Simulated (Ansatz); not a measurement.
Base system: NaCl in the rock salt structure (space group Fm-3m, No. 225; a = 5.602 Å).

One thing is altered: a fraction x = 0.75 of the Na sites is given to Li, ordered in a cell of 8 atoms (starting symmetry Pm-3m) and fully relaxed.

The other end (x = 1) is LiCl in the rock salt structure (space group Fm-3m, No. 225): 16.23 Å³/atom, gap 6.35 eV.

Levels (all Ansatz, an electronic-structure program, PAW): PBEsol (420 eV, scalar-relativistic without spin-orbit coupling); HSE06 (420 eV, no spin-orbit coupling).

The geometry is relaxed with PBEsol.

| Property | Value |
|---|---|
| PBEsol band gap | 5.81 eV |

Q: How does going to HSE06 change the band gap?

A: The band gap grows by 1.587 eV to 7.39 eV.

Single points use the geometry relaxed with PBEsol. These are small ordered cells, not random alloys; other orderings at the same x differ. Stability against distortions was not tested.
